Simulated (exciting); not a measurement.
Wanted: the native input for an exciting (release sodium) run.

| Quantity | Value |
| --- | --- |
| Task | single point |
| Functional | PBEsol |
| Potentials or basis | all-electron LAPW+lo, shipped species files, valence relativity iora* |
| rgkmax | 9 |
| k mesh | 10 × 10 × 10 |
| Occupations | gaussian, width 0.1 eV |
| Spin | no spin polarisation |
| outputlevel | low |
| gmaxvr (cutoff of density and potential) | 14 1/bohr |
| lmaxapw (and lmaxmat) | 10 |
| lmaxvr | 8 |
| nempty | 12 |
| Valence relativity | iora* |
| epsengy | 1e-05 Ha |
| epspot | 1e-05 Ha |
| maxscl | 60 |
| Muffin-tin radii | Hf 2.3 bohr |

Crystal: Hf.

```
Hf
1.0
     3.12635    0.00000    0.00000
    -1.04212    2.94755    0.00000
    -1.04212   -1.47378    2.55266
Hf
1
Cartesian
  0.0000 0.0000 0.0000
```

This isn't the form of Hf at room conditions, which is hcp.

The input as run:

input.xml

```xml
<input>
  <title>Hf</title>
  <structure speciespath="./" tshift="false">
    <crystal scale="1">
      <basevect>5.907948501155 0.000000000000 0.000000000000</basevect>
      <basevect>-1.969316166548 5.570067264178 0.000000000000</basevect>
      <basevect>-1.969316166548 -2.785033631144 4.823819752072</basevect>
    </crystal>
    <species speciesfile="Hf.xml" rmt="2.3">
      <atom coord="0.000000000000 0.000000000000 0.000000000000"/>
    </species>
  </structure>
  <groundstate do="fromscratch" ngridk="10 10 10" rgkmax="9" gmaxvr="14" lmaxapw="10" lmaxmat="10" lmaxvr="8" xctype="GGA_PBE_SOL" stype="Gaussian" swidth="0.00367493" nempty="12" ValenceRelativity="iora*" epsengy="1e-05" epspot="1e-05" maxscl="60" tforce="true" outputlevel="low"/>
  <properties>
    <chargedensityplot>
      <plot3d>
        <box grid="16 16 16">
          <origin coord="0 0 0"/>
          <point coord="1 0 0"/>
          <point coord="0 1 0"/>
          <point coord="0 0 1"/>
        </box>
      </plot3d>
    </chargedensityplot>
    <elfplot>
      <plot3d>
        <box grid="16 16 16">
          <origin coord="0 0 0"/>
          <point coord="1 0 0"/>
          <point coord="0 1 0"/>
          <point coord="0 0 1"/>
        </box>
      </plot3d>
    </elfplot>
    <exccplot>
      <plot3d>
        <box grid="16 16 16">
          <origin coord="0 0 0"/>
          <point coord="1 0 0"/>
          <point coord="0 1 0"/>
          <point coord="0 0 1"/>
        </box>
      </plot3d>
    </exccplot>
  </properties>
</input>
```

Potentials or basis: all-electron LAPW+lo, shipped species files, valence relativity iora*.

The run is started by

```bash
$ OMP_NUM_THREADS=1 exciting_smp
```

Results of the run:

- Band gap on the k mesh: none (metal or under the smearing width)
- Density of states at the Fermi level: 1.69 states/eV per cell

Caveat: the log's total energy holds no entropy term; the free energy is that total less TS from the occupations.

It took 43 s on 1 thread of Arm Neoverse V2, with other jobs on the host, peak memory 0.1 GiB.
